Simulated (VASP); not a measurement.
Wanted: the native input for a VASP 6.6.1 run.

```
Task                   : single point
Functional             : PBE
Dispersion             : D3(BJ)
Potentials or basis    : VASP PAW PBE potentials, release 64 (O, C, H)
Cutoff                 : 520 eV
k mesh                 : 1 × 1 × 1
Occupations            : fermi-dirac, width 0.02 eV
Spin                   : no spin polarisation
Dipole correction      : no
Further INCAR settings : LREAL = Auto; ALGO = Fast; EDIFF = 1e-06; NBANDS = 98
```

The structure of H2CO2 lies in POSCAR:

```
H2CO2
1.0
    8.2150030000      0.0000000000      0.0000000000
    0.0000000000      8.2150030000      0.0000000000
    0.0000000000      0.0000000000      8.2150030000
O C H
16 8 16
Direct
    0.8480094286      0.7067313305      0.5168226962
    1.0576137343      0.8211682942      0.6937063809
    0.7948749380      0.2243334543      0.2425440380
    0.6213509599      0.0300425940      0.3295190519
    0.1231527244      0.4395129253      0.7750818837
    0.3189164995      0.3297138175      0.9444062285
    0.5924891324      0.5351428356      0.8363478382
    0.7651853566      0.3594764360      0.6897988960
   -0.0330736337      0.8907848238      0.1256481586
    0.2132074693      0.7894701925      0.1422519261
    0.2998659891      0.9209004549      0.5403406426
    0.4267314327      0.6787824667      0.5994398298
    0.5483868965      0.5670235300      0.2120023572
    0.7752766493      0.6415578911      0.1049177949
    0.0590748415      0.5410101494      0.3642481932
    0.2475957708      0.3027509546      0.3282043841
    0.9162260805      0.7958000746      0.6542176552
    0.6711987811      0.1712111365      0.3401459500
    0.2485209074      0.4451854735      0.8841506205
    0.7025803886      0.4274739766      0.8168956238
    0.1303468788      0.9114299776      0.1286061612
    0.4276565693      0.8207787630      0.5600606597
    0.6495067622      0.6845523976      0.1856237910
    0.2268775800      0.4445281396      0.3388434551
    0.9305170065      0.6439559426      0.4647837621
    0.7960557044      0.8294701779      0.7248445314
    0.8279729174      0.1104442689      0.1948386385
    0.5874252267      0.2656602803      0.3792816631
    0.0699451966      0.3347898960      0.7986363486
    0.3120023206      0.5630186623      0.8966034462
    0.5294215961      0.5655262694      0.7298719185
    0.7801579622      0.4022640040      0.9371633827
   -0.0783566360      0.7750575380      0.1046134737
    0.1932561680      1.0328906758      0.1009616186
    0.1886670035      0.8800727157      0.5650515283
    0.5446254858      0.8960434951      0.5156175841
    0.6010344731      0.4871696334      0.1369567364
    0.6302736591      0.7982468174      0.2367010700
   -0.0129762582      0.4483138959      0.3824587769
    0.3086426140      0.5424830642      0.3075470575
```

The cell was built by a generator and needn't be a form met in nature.

These files were run (other wordings do the same):

INCAR

```
SYSTEM = H2CO2
PREC     = Accurate       ! precision mode
ENCUT    = 520            ! plane-wave cutoff, eV
EDIFF    = 1E-6           ! SCF threshold, eV
ISMEAR   = -1             ! smearing method
SIGMA    = 0.02           ! smearing width, eV
LREAL    = Auto         
LASPH    = .TRUE.         ! aspherical terms in the spheres
NELM     = 60             ! most SCF steps
ALGO     = Fast           ! electronic algorithm
ISIF     = 2              ! what is computed and relaxed
LWAVE    = .FALSE.        ! write WAVECAR
LCHARG   = .FALSE.        ! write CHGCAR
GGA      = PE             ! functional
IVDW     = 12             ! dispersion correction
NBANDS   = 98             ! bands
```

KPOINTS

```
regular mesh
0
G
  1 1 1
  0 0 0
```

Potentials or basis: VASP PAW PBE potentials, release 64 (O, C, H).

Launch:

```bash
$ cat potpaw_PBE.64/O/POTCAR potpaw_PBE.64/C/POTCAR potpaw_PBE.64/H/POTCAR > POTCAR
$ mpirun -np 1 vasp_gam > vasp.out
```

Results of the run:

```
Pressure                   : -1.5 GPa
Largest force              : 6.473 eV/Å
Band gap on the k mesh     : 3.66 eV, direct
Dispersion energy per atom : -0.042 eV
```

Caveat: the standard files for N, O and F lose accuracy on very short bonds.

Wall time 110 s on 1 thread of Intel(R) Xeon(R) Platinum 8259CL CPU @ 2.50GHz (Skylake/Cascade Lake), on a shared host, peak memory 0.55 GiB.
